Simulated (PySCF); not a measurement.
**C4H2O3: calculation against experiment**

**Experimental background.**

NIST CCCBDB Release 22 (SRD 101), experimental dipoles lists, for the gas: dipole moment (microwave Stark effect, vibrational ground state) 4.141 ± 0.022 D.

How close the calculation comes is told at the end.

Species: C₄H₂O₃.
Numbering: `[O:1]=[C:2]1[CH:3]=[CH:4][C:5](=[O:6])[O:7]1` (hydrogens: H8 on C3; H9 on C4)

Structure used (CAM-B3LYP/6-31G*), in Å, numbered top down from 1:
```
atom  x, y, z in Å
O1    -2.2365   -1.2798   -0.2892
C2    -1.1341   -0.8304   -0.3545
C3    -0.6901    0.5702   -0.6022
C4     0.6383    0.5883   -0.5939
C5     1.1172   -0.7999   -0.3409
O6     2.2304   -1.2194   -0.2628
O7     0.0013   -1.6050   -0.1994
H8    -1.3939    1.3764   -0.7545
H9     1.3215    1.4136   -0.7375
```

The PySCF runs (gas phase, on this CAM-B3LYP/6-31G* geometry; no spin–orbit coupling):

```tsv
level	job	basis functions	wall time
CAM-B3LYP/6-31G*, grid level 1	geometry optimisation from a GFN2-xTB start	102	18 s
```

Hardware: Arm Neoverse V1, one thread, no GPU (shared host).

All basis functions are spherical.

## Comparison

**Dipole moment.** Measured: 4.141 D (NIST CCCBDB Release 22 (SRD 101), experimental dipoles).

| level | computed (D) | computed − measured (D) | % (from the printed values) |
| --- | --- | --- | --- |
| CAM-B3LYP/6-31G* | 4.115 | -0.026 | -1 |

The computed dipoles belong to one fixed geometry; measured ones are averaged over vibrations unless marked μe. Magnitudes are compared, not signs.

The geometry is computed, not the measured one. Where a level misses, the cause wasn't examined.
